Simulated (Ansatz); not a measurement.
MgS (Niningerite):

```xyz
2
Lattice="0.0000 2.6016 2.6016 2.6016 0.0000 2.6016 2.6016 2.6016 0.0000" Properties=species:S:1:pos:R:3 pbc="T T T"
S     2.6016    2.6016    2.6016
Mg    0.0000    0.0000    0.0000
```

* Program: Ansatz 0.2.0
* Task: single point
* Functional: PBEsol
* Potentials or basis: all-electron LAPW, scalar-relativistic
* Cutoff: 184 eV (chosen from the basis error)
* Basis error allowed: 0.001 eV/atom
* k mesh: 9 × 9 × 9
* Occupations: fermi-dirac, width 0.05 eV
* Spin: no spin polarisation

On this cell: pressure -1.0 GPa; largest force zero by symmetry; band gap on the k mesh 2.83 eV, indirect (least direct gap 3.59 eV).

The same run follows on a disturbed copy (atoms moved at random, drawn with an rms of 0.05 Å):

```
S Mg
1.0
     0.00000    2.60165    2.60165
     2.60165    0.00000    2.60165
     2.60165    2.60165    0.00000
S Mg
1 1
Direct
  0.49923 0.50365 0.50962
  0.01475 0.99180 0.98833
```

Question: What does the disturbed cell give?

Answer: The energy moves by +5.5 meV/atom; pressure -0.7 GPa; largest force 0.255 eV/Å; band gap on the k mesh 2.83 eV, indirect (least direct gap 3.59 eV).

Forces in eV/Å, atoms in the order of the input:
```
S   -0.250 -0.041  0.026
Mg   0.250  0.041 -0.026
```

Stress tensor (GPa, compression positive):
```
-0.11 -0.02  0.01
-0.02 -0.99  0.00
 0.01  0.00 -1.01
```

Caveats: an odd mesh through Γ misses points on the zone boundary, where band edges often lie.
